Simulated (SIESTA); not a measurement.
Crystal: CuAu.

```xyz
2
Lattice="2.8107 0.0000 0.0000 0.0000 2.8107 0.0000 0.0000 0.0000 3.6850" Properties=species:S:1:pos:R:3 pbc="T T T"
Au    0.0000    0.0000    0.0000
Cu    1.4054    1.4054    1.8425
```

- Program: SIESTA 5.4.2
- Task: relaxation of cell and atoms
- Functional: PBE
- Potentials or basis: PseudoDojo 0.5 standard (PBE files)
- Basis: DZP (energy shift 0.003 Ry; two zetas on semicore shells)
- Grid cutoff: 800 Ry
- Energy shift: 0.003 Ry
- k mesh: 6 × 6 × 5
- Occupations: fermi-dirac, width 0.05 eV
- Spin: no spin polarisation

At the start: pressure 5.3 GPa; volume 14.56 Å³/atom.

Q: How do energy, volume and symmetry change on relaxing?

A: Over 19 steps the energy falls by 55.2 meV/atom and the volume is 14.97 Å³/atom (+2.8 %); space group P4/mmm (No. 123, to 0.05 Å).

Step by step:
| step | energy change (eV) | largest force (eV/Å) | pressure (GPa) | volume (Å³) |
| --- | --- | --- | --- | --- |
| 1 | 0.0000 | 0.0000 | 5.29 | 29.11 |
| 2 | -0.0170 | 0.0000 | 0.08 | 30.12 |
| 3 | 0.0151 | 0.0000 | -6.33 | 31.72 |
| 4 | -0.0170 | 0.0000 | -0.26 | 30.19 |
| 5 | -0.0246 | 0.0000 | -0.43 | 30.26 |
| 6 | -0.0348 | 0.0000 | -0.58 | 30.32 |
| 7 | -0.0489 | 0.0000 | -0.90 | 30.36 |
| 8 | -0.0707 | 0.0000 | -1.18 | 30.38 |
| 9 | -0.0886 | 0.0000 | -1.43 | 30.38 |
| 10 | -0.1010 | 0.0000 | -1.61 | 30.35 |
| 11 | -0.1064 | 0.0000 | -1.68 | 30.31 |
| 12 | -0.1085 | 0.0000 | -1.46 | 30.24 |
| 13 | -0.1085 | 0.0000 | -1.60 | 30.28 |
| 14 | -0.1061 | 0.0000 | 2.33 | 29.49 |
| 15 | -0.1104 | 0.0000 | -0.16 | 29.97 |
| 16 | -0.1102 | 0.0004 | -0.06 | 29.95 |
| 17 | -0.1104 | 0.0001 | -0.14 | 29.96 |
| 18 | -0.1103 | 0.0017 | 0.47 | 29.84 |
| 19 | -0.1104 | 0.0003 | 0.00 | 29.93 |

Final structure:
```cif
data_structure
_symmetry_space_group_name_H-M 'P 1'
_symmetry_Int_Tables_number 1
_cell_length_a 3.0814
_cell_length_b 3.0814
_cell_length_c 3.1527
_cell_angle_alpha 90.000
_cell_angle_beta 90.000
_cell_angle_gamma 90.000
_cell_volume 29.93
loop_
_atom_site_label
_atom_site_type_symbol
_atom_site_fract_x
_atom_site_fract_y
_atom_site_fract_z
_atom_site_occupancy
Au1 Au 0.00000 0.00000 0.00000 1
Cu1 Cu 0.50000 0.50000 0.50000 1
```

Caveat: the k mesh is coarse (spacing up to 0.37 Å⁻¹), so the values aren't converged; short orbitals over semicore shells can move pressures by several GPa; the basis of atomic orbitals isn't converged, which shifts pressures, moduli and gaps.
